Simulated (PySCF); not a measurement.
# As (R-3m) in PySCF: notebook, part 2 of 2

PySCF 2.14.0.

## 5. Density of states, PBE

This run uses another cell than the first one, of 21.53 Å³/atom, 1.250 times its volume.

run.py reads:

```python
import json
import numpy as np
from pyscf.pbc import gto, scf, dft, df
from pyscf.pbc.tools import pyscf_ase
from ase.io import read

atoms = read('As.xyz')
cell = pyscf_ase.cell_from_ase(atoms)
cell.basis = 'DZVP-MOLOPT-SR-GTH-q5'
cell.pseudo = 'GTH-PBE-q5'
cell.ke_cutoff = 50  # hartree
cell.exp_to_discard = 0.02
cell.precision = 1e-08
cell.max_memory = 5880  # MB
cell.verbose = 4
cell.build()

res = {}
kpts = cell.make_kpts([7, 7, 7])
mf = dft.KRKS(cell, kpts, xc='pbe')
mf = mf.multigrid_numint()
mf = mf.smearing(sigma=0.00183747, method='fermi')  # hartree
mf.conv_tol = 1e-07
mf.max_cycle = 60

atoms.calc = pyscf_ase.PySCF(method=mf)
print('ASE energy = %.8f eV' % atoms.get_potential_energy())
mf = atoms.calc.method_scan
res.update(converged=bool(mf.converged), e_tot=mf.e_tot, nelec=cell.nelectron, nao=cell.nao, mesh=list(map(int, cell.mesh)), a=cell.lattice_vectors().tolist(), coords=cell.atom_coords().tolist(),
           mo_energy=[np.real(x).tolist() for x in mf.mo_energy], mo_occ=[np.real(x).tolist() for x in mf.mo_occ])
res.update(e_free=mf.e_free, e_zero=mf.e_zero)
res.update(kpts=cell.get_scaled_kpts(kpts).tolist())
res['parts'] = {k: float(np.real(v)) for k, v in mf.scf_summary.items() if np.isscalar(v)}
json.dump(res, open('results.json', 'w'))
if not mf.converged:
    raise SystemExit('SCF not converged')

print('levels (eV)')
for i, kp in enumerate(res['kpts'][:40]):
    print('k %7.4f %7.4f %7.4f  ' % tuple(kp), ' '.join('%.3f' % (x * 27.211386) for x in res['mo_energy'][i][:10]))

# Mulliken populations
dm, s = np.asarray(mf.make_rdm1()), np.asarray(mf.get_ovlp())
sites = cell.aoslice_by_atom()[:, 2:]
tot = np.einsum('kij,kji->i', dm, s).real / len(kpts)
res['mulliken'] = [cell.atom_charge(i) - tot[a0:a1].sum() for i, (a0, a1) in enumerate(sites)]
print('Mulliken charges', np.round(res['mulliken'], 5))

# density of states, Gaussians of 0.15 eV
e = np.asarray(mf.mo_energy).real.reshape(1, -1) * 27.211386
ef = mf.get_fermi()
ef = np.max(ef) * 27.211386
x = np.arange(-15, 10.01, 0.1) + round(ef, 1)
dos = np.exp(-((x[:, None, None] - e) / 0.15) ** 2 / 2).sum(-1).T / (0.15 * np.sqrt(2 * np.pi) * len(kpts)) * 2
res.update(dos_e=x.tolist(), dos=dos.tolist())
for a, b in zip(x[::5], dos.T[::5]):
    print('%8.2f' % a, ' '.join('%9.4f' % y for y in b))
res['done'] = True
json.dump(res, open('results.json', 'w'))
```

As.xyz reads:

```xyz
2
Lattice="1.8807968987 1.0858785957 3.5140619945 -1.8807968987 1.0858785957 3.5140619945 0.0000000000 -2.1717571915 3.5140619945" Properties=species:S:1:pos:R:3 pbc="T T T"
As     0.0000000000      0.0000000000      2.3825340323
As     0.0000000000     -0.0000000001      8.1596519512
```

Potentials or basis: DZVP-MOLOPT-SR/GTH-PBE (potentials made for PBE).

Started as:

```console
OMP_NUM_THREADS=4 python -u run.py > log
```

What it wrote:

```text
Discarded 0 diffused primitive functions, 0 contracted functions

PySCF version 2.14.0

[INPUT] verbose = 4
[INPUT] num. atoms = 2
[INPUT] num. electrons = 10
[INPUT] charge = 0
[INPUT] spin (= nelec alpha-beta = 2S) = 0
[INPUT] symmetry False subgroup None
[INPUT] Mole.unit = angstrom
[INPUT] Symbol           X                Y                Z      unit          X                Y                Z       unit  Magmom
[INPUT]  1 As     0.000000000000   0.000000000000   2.382534032300 AA    0.000000000000   0.000000000000   4.502336803503 Bohr   0.0
[INPUT]  2 As     0.000000000000  -0.000000000100   8.159651951200 AA    0.000000000000  -0.000000000189  15.419507459541 Bohr   0.0

nuclear repulsion = -13.2967517672879
number of shells = 6
number of NR pGTOs = 72
number of NR cGTOs = 26
basis = DZVP-MOLOPT-SR-GTH-q5
ecp = {}
lattice vectors  a1 [3.554191034, 2.052013150, 6.640614754]
                 a2 [-3.554191034, 2.052013150, 6.640614754]
                 a3 [0.000000000, -4.104026301, 6.640614754]
dimension = 3
low_dim_ft_type = None
Cell volume = 290.59
exp_to_discard = 0.02
rcut = 24.62167193903601 (nimgs = [5 5 5])
precision = 1e-08
pseudo = GTH-PBE-q5
ke_cutoff = 50
    = [27 27 27] mesh (19683 PWs)
Create scanner for <class 'pyscf.pbc.scf.smearing.SmearingKRKS'>
Set new lattice vectors
[[ 1.8807969   1.0858786   3.51406199]
 [-1.8807969   1.0858786   3.51406199]
 [ 0.         -2.17175719  3.51406199]]
New geometry
[... 25 lines left out ...]
DF object = <pyscf.pbc.df.fft.FFTDF object>
XC functionals = pbe
small_rho_cutoff = 0
Uniform grid, mesh = [27 27 27]
Set gradient conv threshold to 0.000316228
nelec by numeric integration = 10.000000000000002
init E= -12.5754915813412
    sigma = 0.00183747  Optimized mu = 0.290609418661  entropy = 0.0483002030839
nelec by numeric integration = 10.000000000000005
    Total E(T) = -12.6199449182817  Free energy = -12.6200336684559  E0 = -12.6199892933688
cycle= 1 E= -12.6199449182817  delta_E= -0.0445  |g|= 0.622  |ddm|= 43.3
    sigma = 0.00183747  Optimized mu = 0.281592307  entropy = 0.0498859079541
nelec by numeric integration = 10.000000000000004
    Total E(T) = -12.620385850724  Free energy = -12.6204775145833  E0 = -12.6204316826536
cycle= 2 E= -12.620385850724  delta_E= -0.000441  |g|= 0.456  |ddm|= 4.58
    sigma = 0.00183747  Optimized mu = 0.28379730667  entropy = 0.0490317804002
nelec by numeric integration = 10.000000000000005
    Total E(T) = -12.6208921703275  Free energy = -12.6209822647531  E0 = -12.6209372175403
cycle= 3 E= -12.6208921703275  delta_E= -0.000506  |g|= 0.0347  |ddm|=  2.1
    sigma = 0.00183747  Optimized mu = 0.283999481198  entropy = 0.0491301025323
nelec by numeric integration = 10.000000000000005
    Total E(T) = -12.6208951347455  Free energy = -12.620985409835  E0 = -12.6209402722903
cycle= 4 E= -12.6208951347455  delta_E= -2.96e-06  |g|= 0.000473  |ddm|= 0.171
    sigma = 0.00183747  Optimized mu = 0.28398642365  entropy = 0.0491299086569
nelec by numeric integration = 10.000000000000005
    Total E(T) = -12.6208951357559  Free energy = -12.6209854104891  E0 = -12.6209402731225
cycle= 5 E= -12.6208951357559  delta_E= -1.01e-09  |g|= 1.69e-05  |ddm|= 0.00292
    sigma = 0.00183747  Optimized mu = 0.283986419865  entropy = 0.0491298936639
nelec by numeric integration = 10.000000000000007
    Total E(T) = -12.6208951357845  Free energy = -12.6209854104902  E0 = -12.6209402731374
Extra cycle  E= -12.6208951357845  delta_E= -2.86e-11  |g|= 5.84e-06  |ddm|= 0.000135
converged SCF energy = -12.6208951357845
ASE energy = -343.43204946 eV
levels (eV)
k  0.0000  0.0000  0.0000   -7.390 1.831 5.333 5.653 5.653 9.281 10.611 10.611 15.118 15.118
k  0.0000  0.0000  0.1429   -7.136 0.941 5.130 5.443 5.716 9.568 10.260 10.406 14.217 14.904
k  0.0000  0.0000  0.2857   -6.335 -0.979 4.841 5.063 6.331 8.650 9.415 9.715 15.287 15.609
k  0.0000  0.0000  0.4286   -5.111 -2.933 4.817 4.848 6.994 7.715 8.296 9.174 16.874 18.045
k  0.0000  0.0000  0.5714   -5.111 -2.933 4.817 4.848 6.994 7.715 8.296 9.174 16.874 18.045
k  0.0000  0.0000  0.7143   -6.335 -0.979 4.841 5.063 6.331 8.650 9.415 9.715 15.287 15.609
[... 32 lines left out ...]
k -0.0000  0.7143  0.4286   -4.224 -3.081 1.843 4.017 4.595 10.509 10.883 13.079 13.999 17.421
k -0.0000  0.7143  0.5714   -5.342 -1.656 2.413 3.689 4.571 10.431 11.753 12.306 13.638 18.999
Mulliken charges [ 0. -0.]
   -7.30    0.1245
   -6.80    0.3030
   -6.30    0.5473
   -5.80    0.5510
   -5.30    0.7612
   -4.80    0.7922
[... 43 lines left out ...]
   17.20    1.0314
   17.70    1.0497
```

Run time: 36 s. Hardware: 4 threads of Intel Xeon 6975P-C (Granite Rapids), shared host; peak memory 2.8 GiB.

What came out:

| Quantity | Value |
| --- | --- |
| Free energy | -343.4345 eV |
| Band gap on the k mesh | none (metal or under the smearing width) |

States per cell in windows of 1 eV (zero at the Fermi level; states under -8 eV left out):
| from (eV) | total |
| --- | --- |
| -8.0 | 0.09 |
| -7.0 | 0.31 |
| -6.0 | 0.79 |
| -5.0 | 1.11 |
| -4.0 | 1.42 |
| -3.0 | 1.22 |
| -2.0 | 0.88 |
| -1.0 | 0.35 |
| 0.0 | 0.54 |
| 1.0 | 1.64 |
| 2.0 | 1.18 |
| 3.0 | 1.18 |
| 4.0 | 0.84 |
| 5.0 | 0.56 |
| 6.0 | 0.94 |
| 7.0 | 1.09 |

Caveat: the basis of atomic orbitals isn't converged, which shifts pressures, moduli and gaps.

## 6. Density of states, PBE

This run uses another cell than the first one, of 23.25 Å³/atom, 1.350 times its volume.

run.py is that of step 5.

As.xyz reads:

```xyz
2
Lattice="1.9296704744 1.1140957678 3.6053768914 -1.9296704744 1.1140957678 3.6053768914 0.0000000000 -2.2281915357 3.6053768914" Properties=species:S:1:pos:R:3 pbc="T T T"
As     0.0000000000      0.0000000000      2.4444455324
As     0.0000000000     -0.0000000001      8.3716851418
```

Potentials or basis: DZVP-MOLOPT-SR/GTH-PBE (potentials made for PBE).

Started as:

```console
OMP_NUM_THREADS=4 python -u run.py > log
```

What it wrote:

```text
Discarded 0 diffused primitive functions, 0 contracted functions

PySCF version 2.14.0

[INPUT] verbose = 4
[INPUT] num. atoms = 2
[INPUT] num. electrons = 10
[INPUT] charge = 0
[INPUT] spin (= nelec alpha-beta = 2S) = 0
[INPUT] symmetry False subgroup None
[INPUT] Mole.unit = angstrom
[INPUT] Symbol           X                Y                Z      unit          X                Y                Z       unit  Magmom
[INPUT]  1 As     0.000000000000   0.000000000000   2.444445532400 AA    0.000000000000   0.000000000000   4.619332582653 Bohr   0.0
[INPUT]  2 As     0.000000000000  -0.000000000100   8.371685141800 AA    0.000000000000  -0.000000000189  15.820192119093 Bohr   0.0

nuclear repulsion = -12.9599793427893
number of shells = 6
number of NR pGTOs = 72
number of NR cGTOs = 26
basis = DZVP-MOLOPT-SR-GTH-q5
ecp = {}
lattice vectors  a1 [3.646548707, 2.105335878, 6.813174901]
                 a2 [-3.646548707, 2.105335878, 6.813174901]
                 a3 [0.000000000, -4.210671756, 6.813174901]
dimension = 3
low_dim_ft_type = None
Cell volume = 313.837
exp_to_discard = 0.02
rcut = 24.62167193903601 (nimgs = [5 5 5])
precision = 1e-08
pseudo = GTH-PBE-q5
ke_cutoff = 50
    = [27 27 27] mesh (19683 PWs)
Create scanner for <class 'pyscf.pbc.scf.smearing.SmearingKRKS'>
Set new lattice vectors
[[ 1.92967047  1.11409577  3.60537689]
 [-1.92967047  1.11409577  3.60537689]
 [ 0.         -2.22819154  3.60537689]]
New geometry
   1 As     0.000000000000   0.000000000000   2.444445532400 AA    0.000000000000   0.000000000000   4.619332582653 Bohr
   2 As     0.000000000000  -0.000000000100   8.371685141800 AA    0.000000000000  -0.000000000189  15.820192119093 Bohr
Discarded 0 diffused primitive functions, 0 contracted functions

******** <class 'pyscf.scf.hf.SmearingKRKS_Scanner'> ********
method = SmearingKRKS_Scanner
initial guess = minao
damping factor = 0
level_shift factor = 0
DIIS = <class 'pyscf.scf.diis.CDIIS'>
diis_start_cycle = 1
diis_space = 8
diis_damp = 0
SCF conv_tol = 1e-07
SCF conv_tol_grad = None
SCF max_cycles = 60
direct_scf = True
direct_scf_tol = 1e-13

******** PBC SCF flags ********
N kpts = 343
Exchange divergence treatment (exxdiv) = ewald
    madelung (= occupied orbital energy shift) = 0.060538335312123936
    Total energy shift due to Ewald probe charge = -1/2 * Nelec*madelung = -0.302691676561
Smearing method = fermi
DF object = <pyscf.pbc.df.fft.FFTDF object>
XC functionals = pbe
small_rho_cutoff = 0
Uniform grid, mesh = [27 27 27]
Set gradient conv threshold to 0.000316228
nelec by numeric integration = 10.0
init E= -12.526590682785
    sigma = 0.00183747  Optimized mu = 0.254821275029  entropy = 0.0487260105301
nelec by numeric integration = 10.0
    Total E(T) = -12.6208365807545  Free energy = -12.6209261133371  E0 = -12.6208813470458
cycle= 1 E= -12.6208365807545  delta_E= -0.0942  |g|= 0.63  |ddm|= 42.4
    sigma = 0.00183747  Optimized mu = 0.243499837229  entropy = 0.0513870886312
nelec by numeric integration = 10.0
    Total E(T) = -12.6213395277399  Free energy = -12.6214339499736  E0 = -12.6213867388568
cycle= 2 E= -12.6213395277399  delta_E= -0.000503  |g|= 0.456  |ddm|= 4.56
    sigma = 0.00183747  Optimized mu = 0.246203120441  entropy = 0.0500357962672
nelec by numeric integration = 10.0
    Total E(T) = -12.621857850772  Free energy = -12.6219497900466  E0 = -12.6219038204093
cycle= 3 E= -12.621857850772  delta_E= -0.000518  |g|= 0.0478  |ddm|= 2.14
    sigma = 0.00183747  Optimized mu = 0.24640962627  entropy = 0.0501777508254
nelec by numeric integration = 9.999999999999996
    Total E(T) = -12.6218635921252  Free energy = -12.621955792237  E0 = -12.6219096921811
cycle= 4 E= -12.6218635921252  delta_E= -5.74e-06  |g|= 0.000565  |ddm|= 0.229
    sigma = 0.00183747  Optimized mu = 0.246392400792  entropy = 0.0501782926371
nelec by numeric integration = 10.0
    Total E(T) = -12.6218635920752  Free energy = -12.6219557931826  E0 = -12.6219096926289
cycle= 5 E= -12.6218635920752  delta_E= 5e-11  |g|= 1.61e-05  |ddm|= 0.0033
    sigma = 0.00183747  Optimized mu = 0.246392362614  entropy = 0.05017823394
nelec by numeric integration = 10.0
    Total E(T) = -12.6218635921841  Free energy = -12.6219557931836  E0 = -12.6219096926838
Extra cycle  E= -12.6218635921841  delta_E= -1.09e-10  |g|= 6.13e-06  |ddm|= 0.000134
converged SCF energy = -12.6218635921841
ASE energy = -343.45840250 eV
levels (eV)
k  0.0000  0.0000  0.0000   -7.711 0.480 4.577 4.821 4.821 8.285 9.487 9.487 14.310 14.310
k  0.0000  0.0000  0.1429   -7.471 -0.240 4.379 4.636 4.852 8.488 9.108 9.292 13.433 14.115
k  0.0000  0.0000  0.2857   -6.733 -1.879 4.081 4.297 5.388 7.578 8.420 8.690 14.267 14.866
k  0.0000  0.0000  0.4286   -5.618 -3.609 4.064 4.074 6.004 6.688 7.430 8.211 15.985 16.787
k  0.0000  0.0000  0.5714   -5.618 -3.609 4.064 4.074 6.004 6.688 7.430 8.211 15.985 16.787
k  0.0000  0.0000  0.7143   -6.733 -1.879 4.081 4.297 5.388 7.578 8.420 8.690 14.267 14.866
[... 32 lines left out ...]
k  0.0000  0.7143  0.4286   -4.833 -3.790 1.368 3.327 3.862 9.346 9.668 11.714 13.138 16.317
k  0.0000  0.7143  0.5714   -5.841 -2.529 1.869 3.046 3.842 9.459 10.457 10.943 12.730 17.763
Mulliken charges [-0.  0.]
   -8.30    0.0000
   -7.80    0.0340
   -7.30    0.2746
   -6.80    0.5853
   -6.30    0.5747
   -5.80    0.8382
[... 43 lines left out ...]
   16.20    1.2901
   16.70    1.1670
```

Wall time 35 s (4 threads of Intel Xeon 6975P-C (Granite Rapids), shared host); peak memory 2.8 GiB.

Results:

| Property | Result |
| --- | --- |
| Free energy | -343.4609 eV |
| Band gap on the k mesh | none (metal or under the smearing width) |

Levels at points of the mesh, in eV from the Fermi level:
```
           k point  band 2  band 3  band 4  band 5  band 6  band 7  band 8  band 9
(0.00, 0.00, 0.00)   -6.23   -2.13   -1.88   -1.88    1.58    2.78    2.78    7.61
```

States per cell in windows of 1 eV (zero at the Fermi level; states under -8 eV left out):
```
from (eV)  total
     -8.0   0.13
     -7.0   0.04
     -6.0   0.68
     -5.0   1.00
     -4.0   1.48
     -3.0   1.45
     -2.0   1.01
     -1.0   0.38
      0.0   0.58
      1.0   1.61
      2.0   1.43
      3.0   1.20
      4.0   0.71
      5.0   0.44
      6.0   0.84
      7.0   1.10
```

Caveat: the basis of atomic orbitals isn't converged, which shifts pressures, moduli and gaps.

## 7. Overview

| cell | gap on the mesh (eV) |
| --- | --- |
| R-3m, 17.22 Å³/atom | none |
| R-3m, 18.52 Å³/atom | - |
| R-3m, 19.81 Å³/atom | - |
| R-3m, 21.53 Å³/atom | none |
| R-3m, 23.25 Å³/atom | none |

Alike in all rows: task density of states; level PBE; potentials or basis DZVP-MOLOPT-SR/GTH-PBE (potentials made for PBE); no spin polarisation; k mesh 7 × 7 × 7; smearing fermi-dirac 0.05 eV.

Caveats: the basis of atomic orbitals isn't converged, which shifts pressures, moduli and gaps; this structure is a semimetal, and a gap seen between mesh points isn't a property of it (some runs).

Total energies depend on the potentials used, so only differences within one code and one set of settings carry meaning.
